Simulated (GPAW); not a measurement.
The system is CdSe (Cadmoselite).

```
Cd Se
1.0
     4.30000    0.00000    0.00000
    -2.15000    3.72391    0.00000
     0.00000    0.00000    7.02000
Cd Se
2 2
Direct
  0.66667 0.33333 0.50000
  0.33333 0.66667 0.00000
  0.66667 0.33333 0.88500
  0.33333 0.66667 0.38500
```

| Property | Result |
| --- | --- |
| Program | GPAW 26.7.0 |
| Task | relaxation of cell and atoms |
| Functional | PBEint |
| Potentials or basis | PAW data sets generated in the run's folder for this functional |
| Cutoff | 600 eV |
| Basis | pw |
| k mesh | 5 × 5 × 3 |
| Occupations | fermi-dirac, width 0.05 eV |
| Spin | no spin polarisation |

At the start: pressure 1.0 GPa; volume 28.10 Å³/atom.

Task: Where does the relaxation end?

Result: Over 12 steps the energy falls by 6.0 meV/atom and the volume is 28.59 Å³/atom (+1.7 %); space group P6_3mc (No. 186, to 0.05 Å).

The path:
```tsv
step	energy change (eV)	largest force (eV/Å)	pressure (GPa)	volume (Å³)
1	0.0000	0.2720	0.96	112.41
2	-0.0061	0.2355	0.84	112.61
3	-0.0234	0.0159	0.18	113.91
4	-0.0235	0.0031	0.18	113.90
5	-0.0237	0.0088	0.14	113.98
6	-0.0239	0.0172	0.05	114.20
7	-0.0240	0.0143	-0.02	114.36
8	-0.0240	0.0089	-0.05	114.43
9	-0.0240	0.0044	-0.06	114.44
10	-0.0241	0.0021	-0.06	114.45
11	-0.0241	0.0075	-0.05	114.42
12	-0.0242	0.0072	-0.02	114.35
```

Final structure:
```
CELL_PARAMETERS angstrom
4.32820 0.00000 0.00000
-2.16410 3.74833 0.00000
0.00000 0.00000 7.04869
ATOMIC_POSITIONS crystal
Cd 0.66667 0.33333 0.50457
Cd 0.33333 0.66667 0.00457
Se 0.66667 0.33333 0.88043
Se 0.33333 0.66667 0.38043
```

Caveat: later steps reuse the first step's grids.
